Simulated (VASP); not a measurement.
# CdSe (F-43m) in VASP: notebook, part 3 of 4

VASP 6.6.1. Earlier steps stand in the parts before.

## Step 5: Dielectric tensor, PBEsol

This run uses another cell than the first one, of 28.28 Å³/atom, 0.947 times its volume.

Input file INCAR:

```
  ALGO = Normal
  EDIFF = 1E-8
  ENCUT = 600
  GGA = PS
  ISIF = 2
  ISMEAR = 0
  LASPH = True
  LCHARG = False
  LEPSILON = True
  LREAL = False
  LWAVE = False
  NELM = 80
  PREC = Accurate
  SIGMA = 0.03
```

Input file KPOINTS:

```
k-points
0
Monkhorst-Pack
  12 12 12
```

Input file POSCAR:

```
CdSe                                    
1.0
    0.0000000000      3.0465245846      3.0465245846
    3.0465245846     -0.0000000000      3.0465245846
    3.0465245846      3.0465245846     -0.0000000000
  Cd              Se            
     1     1
Direct
     0.0000000000000000    0.0000000000000000    0.0000000000000000
     0.7500000000000000    0.7500000000000000    0.7500000000000000
```

Potentials or basis: VASP PAW PBE potentials, release 64 (Cd, Se).

The run is started by

```console
> cat potpaw_PBE.64/Cd/POTCAR potpaw_PBE.64/Se/POTCAR > POTCAR
> mpirun -np 1 vasp_std > vasp.out
```

OUTCAR:

```text
EDIFF = 1E-8
   ENCUT = 600
   GGA = PS
   ISIF = 2
   ISMEAR = 0
   LASPH = True
   LEPSILON = True
   LREAL = False
   NELM = 80
   PREC = Accurate

 ion  position               nearest neighbor table
   1  0.000  0.000  0.000-   2 2.64   2 2.64   2 2.64   2 2.64
   2  0.750  0.750  0.750-   1 2.64   1 2.64   1 2.64   1 2.64

  LATTYP: Found a face centered cubic cell.
 ALAT       =     6.0930491692

  Lattice vectors:

 A1 = (   0.0000000000,   3.0465245846,   3.0465245846)
 A2 = (   3.0465245846,   0.0000000000,   3.0465245846)
 A3 = (   3.0465245846,   3.0465245846,   0.0000000000)

Analysis of symmetry for initial positions (statically):
=====================================================================
 Subroutine PRICEL returns:
 Original cell was already a primitive cell.

 Routine SETGRP: Setting up the symmetry group for a
 face centered cubic supercell.

 Subroutine GETGRP returns: Found 24 space group operations
 (whereof 24 operations were pure point group operations)
 out of a pool of 48 trial point group operations.

The static configuration has the point symmetry T_d .

Analysis of symmetry for dynamics (positions and initial velocities):
=====================================================================
 Subroutine PRICEL returns:
 Original cell was already a primitive cell.

 Routine SETGRP: Setting up the symmetry group for a
 face centered cubic supercell.

 Subroutine GETGRP returns: Found 24 space group operations
 (whereof 24 operations were pure point group operations)
 out of a pool of 48 trial point group operations.

The dynamic configuration has the point symmetry T_d .

 Subroutine INISYM returns: Found 24 space group operations
 (whereof 24 operations are pure point group operations),
 and found     1 'primitive' translations

----------------------------------------------------------------------------------------

                                     Primitive cell

  volume of cell :      56.5515

  direct lattice vectors                    reciprocal lattice vectors
     0.000000000  3.046524585  3.046524585    -0.164121439  0.164121439  0.164121439
     3.046524585  0.000000000  3.046524585     0.164121439 -0.164121439  0.164121439
     3.046524585  3.046524585  0.000000000     0.164121439  0.164121439 -0.164121439

  length of vectors
     4.308436386  4.308436386  4.308436386     0.284266672  0.284266672  0.284266672

  position of ions in fractional coordinates (direct lattice)
     0.000000000  0.000000000  0.000000000
     0.750000000  0.750000000  0.750000000

  ion indices of the primitive-cell ions
   primitive index   ion index
                 1           1
                 2           2

----------------------------------------------------------------------------------------

 KPOINTS: k-points
[... 494 lines left out ...]
      8       0.0921      2.00000
      9       0.0975      2.00000
     10       3.4011      0.00000
     11       5.4012      0.00000
     12       7.6177      0.00000
     13       7.6588      0.00000

 [... further k-points ...]

  FORCE on cell =-STRESS in cart. coord.  units (eV):
  Direction    XX          YY          ZZ          XY          YZ          ZX
  --------------------------------------------------------------------------------------
  -------------------------------------------------------------------------------------
  Total       -0.0011398     -0.0011398     -0.0011398      0.0000000      0.0000000     -0.0000000
  in kB       -0.0322923     -0.0322923     -0.0322923      0.0000000      0.0000000     -0.0000000
  external PRESSURE =      -0.0322923 kB  Pullay stress =       0.0000000 kB

 VOLUME and BASIS-vectors are now :
 -----------------------------------------------------------------------------
  energy-cutoff  :      600.00
  volume of cell :       56.55
      direct lattice vectors                 reciprocal lattice vectors
     0.000000000  3.046524585  3.046524585    -0.164121439  0.164121439  0.164121439
     3.046524585  0.000000000  3.046524585     0.164121439 -0.164121439  0.164121439
     3.046524585  3.046524585  0.000000000     0.164121439  0.164121439 -0.164121439

 POSITION                                       TOTAL-FORCE (eV/Angst)
 -----------------------------------------------------------------------------------
      0.00000      0.00000      0.00000         0.000000      0.000000      0.000000
      4.56979      4.56979      4.56979        -0.000000     -0.000000     -0.000000
 -----------------------------------------------------------------------------------
    total drift:                                0.000000      0.000000      0.000000

  FREE ENERGIE OF THE ION-ELECTRON SYSTEM (eV)
  ---------------------------------------------------
  free  energy   TOTEN  =        -6.1783630456 eV

  energy  without entropy=       -6.1783630456  energy(sigma->0) =       -6.17836305

 HEAD OF MICROSCOPIC STATIC DIELECTRIC TENSOR (INDEPENDENT PARTICLE, excluding Hartree and local field effects)
 ------------------------------------------------------
           8.592078     0.000000    -0.000000
           0.000000     8.592078     0.000000
          -0.000000     0.000000     8.592078
 ------------------------------------------------------

 Free energy of the ion-electron system (eV)
  ---------------------------------------------------
  ---------------------------------------------------
  free energy    TOTEN  =        -1.20032328 eV

  energy without entropy =       -1.20032328

------------------------ aborting loop because EDIFF is reached ----------------------------------------

--------------------------------------- Ionic step        2  -------------------------------------------

------------------------ aborting loop because EDIFF is reached ----------------------------------------

--------------------------------------- Ionic step        3  -------------------------------------------

 Free energy of the ion-electron system (eV)
  ---------------------------------------------------
  ---------------------------------------------------
  free energy    TOTEN  =        -1.20031867 eV

  energy without entropy =       -1.20031867

------------------------ aborting loop because EDIFF is reached ----------------------------------------

 PIEZOELECTRIC TENSOR FIELD DIRECTION 3  (e Angst)
 -----------------------------------------------------------------------------
     0.00047  2.33070  0.00000           (  0.00000 -0.03413  0.00000)
     2.33070  0.00047  0.00000           ( -0.03413  0.00000  0.00000)
     0.00000  0.00000 -0.00292           (  0.00000  0.00000  0.00000)

 PIEZOELECTRIC TENSOR FIELD DIRECTION 3  (C/m^2)
 -----------------------------------------------------------------------------
     0.00013  0.66032  0.00000
     0.66032  0.00013  0.00000
     0.00000  0.00000 -0.00083

 MACROSCOPIC STATIC DIELECTRIC TENSOR (including local field effects in DFT)
 ------------------------------------------------------
           8.171640    -0.000000     0.000000
           0.000000     8.171640     0.000000
           0.000000     0.000000     8.171640
 ------------------------------------------------------

 PIEZOELECTRIC TENSOR (including local field effects)  for field in x, y, z        (e  Angst)
          XX          YY          ZZ          XY          YZ          ZX
  --------------------------------------------------------------------------------
  x     0.00000     0.00000     0.00000    -0.00000     2.33448     0.00000
  y    -0.00000    -0.00000     0.00000     0.00000     0.00000     2.33448
  z     0.00000     0.00000     0.00000     2.33448     0.00000    -0.00000

 PIEZOELECTRIC TENSOR (including local field effects)  for field in x, y, z        (C/m^2)
          XX          YY          ZZ          XY          YZ          ZX
  --------------------------------------------------------------------------------
  x     0.00000     0.00000     0.00000    -0.00000     0.66139     0.00000
  y    -0.00000    -0.00000     0.00000     0.00000     0.00000     0.66139
  z     0.00000     0.00000     0.00000     0.66139     0.00000    -0.00000

 BORN EFFECTIVE CHARGES (including local field effects) (in |e|, cummulative output)
 ---------------------------------------------------------------------------------
 ion    1
    1     2.24805    -0.00000    -0.00000
    2    -0.00000     2.24805    -0.00000
    3    -0.00000     0.00000     2.24805
 ion    2
    1    -2.24805     0.00000     0.00000
    2     0.00000    -2.24805     0.00000
    3     0.00000    -0.00000    -2.24805
```

OSZICAR:

```text
N       E                     dE             d eps       ncg     rms          rms(c)
DAV:   1     0.116026741218E+03    0.11603E+03   -0.96353E+03  4772   0.139E+03
[... 13 lines left out ...]
RMM:   6    -0.119947503148E+01   -0.18272E-02   -0.41421E-05 37345   0.423E-02    0.137E-02
RMM:   7    -0.120021829721E+01   -0.74327E-03   -0.94573E-06 39620   0.224E-02    0.253E-03
RMM:   8    -0.120030294093E+01   -0.84644E-04   -0.71771E-07 36954   0.541E-03    0.438E-04
RMM:   9    -0.120031666076E+01   -0.13720E-04    0.56215E-08 41192   0.944E-04    0.296E-04
RMM:  10    -0.120031891578E+01   -0.22550E-05    0.14799E-07 39992   0.709E-04    0.794E-05
RMM:  11    -0.120031919476E+01   -0.27899E-06    0.16812E-07 33334   0.135E-04    0.389E-05
RMM:  12    -0.120031867089E+01    0.52387E-06    0.57680E-09 26478   0.975E-05    0.462E-06
```

stdout:

```text
POSCAR found type information on POSCAR CdSe
 POSCAR found :  2 types and       2 ions
 scaLAPACK will be used
 -----------------------------------------------------------------------------
|                                                                             |
[... 46 lines left out ...]
 dielectric tensor                  component  3 :    -0.067    -2.087     7.051
 Linear response to external field, progress :
  Direction:   1
 dielectric tensor                  component  1 :     8.172     0.245     0.000
 Linear response to external field, progress :
  Direction:   2
 dielectric tensor                  component  2 :    -0.000     8.172    -0.722
 Linear response to external field, progress :
  Direction:   3
 dielectric tensor                  component  3 :     0.604    -0.240     8.172
 Born effective charges drift removed
```

It took 22 min on 1 thread of Intel Xeon 6975P-C (Granite Rapids), shared host; peak memory 1.9 GiB.

Results:

| Property | Result |
| --- | --- |
| Electronic dielectric tensor (diagonal) | 8.17 |
| Born charges (mean of the diagonal) | Cd +2.25; Se -2.25 e |

Electronic dielectric tensor:
```
8.17 0.00 0.00
0.00 8.17 0.00
0.00 0.00 8.17
```

Born effective charge tensors (e):
atom 1, Cd
```
2.25 0.00 0.00
0.00 2.25 0.00
0.00 0.00 2.25
```
atom 2, Se
```
-2.25  0.00  0.00
 0.00 -2.25  0.00
 0.00  0.00 -2.25
```

Caveat: the PAW data sets were made with another functional, which shifts forces and pressure a little.

(Continued in part 4 of 4.)
